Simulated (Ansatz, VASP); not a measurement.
**Ge: VASP beside Ansatz**

INCAR

```
SYSTEM = Ge
  ALGO = Fast
  EDIFF = 1E-6
  ENCUT = 520
  GGA = PE
  ISIF = 2
  ISMEAR = 0
  LASPH = .True.
  LCHARG = .True.
  LELF = .True.
  LREAL = .False.
  LVHAR = .True.
  LWAVE = .False.
  NBANDS = 66
  NELM = 60
  PREC = Accurate
  SIGMA = 0.1
```

Contents of KPOINTS:

```
k-points
0
Gamma
  6 6 6
  0 0 0
```

File POSCAR:

```
Ge
6.0348
   -0.577346437330      0.577346437330      0.577346437330
    0.577346437330     -0.577346437330      0.577346437330
    0.577346437330      0.577346437330     -0.577346437330
Ge
8
Direct
    0.2988990800      0.2988990800      0.2988990800
    0.0000000000      0.2011009200      0.5000000000
    0.2011009200      0.5000000000      0.0000000000
    0.5000000000      0.0000000000      0.2011009200
    0.7011009200      0.7011009200      0.7011009200
    0.0000000000      0.7988990800      0.5000000000
    0.7988990800      0.5000000000      0.0000000000
    0.5000000000      0.0000000000      0.7988990800
```

The input input.yaml:

```yaml
crystal:
  lattice:
    - [-3.48417028, 3.48417028, 3.48417028]
    - [3.48417028, -3.48417028, 3.48417028]
    - [3.48417028, 3.48417028, -3.48417028]
  atoms:
    - { symbol: Ge, position: [0.29889908, 0.29889908, 0.29889908] }
    - { symbol: Ge, position: [0.0, 0.20110092, 0.5] }
    - { symbol: Ge, position: [0.20110092, 0.5, 0.0] }
    - { symbol: Ge, position: [0.5, 0.0, 0.20110092] }
    - { symbol: Ge, position: [0.70110092, 0.70110092, 0.70110092] }
    - { symbol: Ge, position: [0.0, 0.79889908, 0.5] }
    - { symbol: Ge, position: [0.79889908, 0.5, 0.0] }
    - { symbol: Ge, position: [0.5, 0.0, 0.79889908] }
hamiltonian:
  xc: pbe
  pseudopotentials: { kind: paw }
kpoints:
  mp_grid: { grid: [6, 6, 6] }
scf:
  occupations: { method: gaussian, width: 0.1 }
output:
  forces: true
  stress: true
  eigenvalues: true
```

This isn't the form of Ge at room conditions, which is diamond.

Alike in both runs: task single point; functional PBE; k mesh 6 × 6 × 6; occupations gaussian, width 0.1 eV; no spin polarisation.

```csv
,VASP,Ansatz
version,VASP 6.6.1,Ansatz 0.2.0
potentials or method,"VASP PAW PBE potentials, release 64 (Ge_d)",Ansatz PAW
plane-wave cutoff (eV),520,420
valence electrons in the cell,112,112
```

|  | VASP | Ansatz | Ansatz less VASP |
| --- | --- | --- | --- |
| gap on the k mesh at the Fermi level (eV) | none | none | - |
| pressure (GPa) | 2.9 | 2.9 | +0.02 |
| rms of the force components (eV/Å) | 0.148 | 0.150 | +0.0023 |

Atom by atom the forces differ by 0.002 eV/Å (rms over components). A gap of «none» marks a metal or a gap that the smearing closes. With one functional, cell and mesh, what is left measures potentials, basis and numerics.
